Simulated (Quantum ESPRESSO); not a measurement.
A run of Quantum ESPRESSO 7.5 is set up as follows.

File pw.in:

```
&CONTROL
  calculation = 'scf'
  prefix = 'pwscf'
  outdir = './tmp'
  pseudo_dir = './pseudo'
  tprnfor = .true.
  tstress = .true.
  disk_io = 'low'
/
&SYSTEM
  ibrav = 0
  celldm(1) = 8
  nat = 2
  ntyp = 2
  ecutwfc = 56
  ecutrho = 448
  nbnd = 21
  occupations = 'smearing'
  smearing = 'fd'
  degauss = 0.00367493
  nspin = 2
  starting_magnetization(1) = -0.1675
  starting_magnetization(2) = 0
/
&ELECTRONS
  conv_thr = 4d-10
  electron_maxstep = 120
  mixing_beta = 0.3
/
ATOMIC_SPECIES
Fe    55.8450 fe_pbesol_v1.5.uspp.F.UPF
O     15.9990 o_pbesol_v1.2.uspp.F.UPF
CELL_PARAMETERS alat
  0.3587694422130   0.2071356340402   0.5951638772153
 -0.3587694422130   0.2071356340402   0.5951638772153
  0.0000000000000  -0.4142712680803   0.5951638772153
ATOMIC_POSITIONS crystal
Fe     0.0000000000    0.0000000000    0.0000000000
O      0.5000000000    0.5000000000    0.5000000000
K_POINTS automatic
9 9 9 0 0 0
```

pp_density.in

```
&INPUTPP
  prefix = 'pwscf'
  outdir = './tmp'
  filplot = 'density.dat'
  plot_num = 0
/
&PLOT
  nfile = 1
  filepp(1) = 'density.dat'
  iflag = 3
  output_format = 6
  fileout = 'density.cube'
/
```

File pp_potential.in:

```
&INPUTPP
  prefix = 'pwscf'
  outdir = './tmp'
  filplot = 'potential.dat'
  plot_num = 11
/
&PLOT
  nfile = 1
  filepp(1) = 'potential.dat'
  iflag = 3
  output_format = 6
  fileout = 'potential.cube'
/
```

The input pp_spin.in:

```
&INPUTPP
  prefix = 'pwscf'
  outdir = './tmp'
  filplot = 'spin.dat'
  plot_num = 6
/
&PLOT
  nfile = 1
  filepp(1) = 'spin.dat'
  iflag = 3
  output_format = 6
  fileout = 'spin.cube'
/
```

Potentials or basis: GBRV 1.5 PBEsol.

Command:

```sh
$ OMP_NUM_THREADS=1 mpirun -n 2 pw.x -nk 2 -in pw.in > pw.out
$ OMP_NUM_THREADS=1 mpirun -n 1 pp.x -in pp_density.in > pp_density.out
$ OMP_NUM_THREADS=1 mpirun -n 1 pp.x -in pp_potential.in > pp_potential.out
$ OMP_NUM_THREADS=1 mpirun -n 1 pp.x -in pp_spin.in > pp_spin.out
```

Q: Estimate the absolute moment.

A: 4.02 μB per cell.

Q: What does it give for the band gap on the k mesh?

A: None (metal or under the smearing width).

Q: Estimate the net moment.

A: -4.00 μB per cell.

Q: Estimate the site moments.

A: Fe -3.46; O -0.32 μB.

Stress tensor (GPa, compression positive):
```
 -9.00   0.00   0.00
  0.00  -9.00   0.00
  0.00   0.00 -10.10
```

Caveat: a cell with one magnetic atom can't hold antiferromagnetic order, which such compounds often take; semilocal functionals often make such compounds metallic where correlation or magnetic order opens a gap, which also shifts bond lengths. With open d or f shells a metallic result of PBEsol can be an artefact of self-interaction; +U or a hybrid may open a gap.
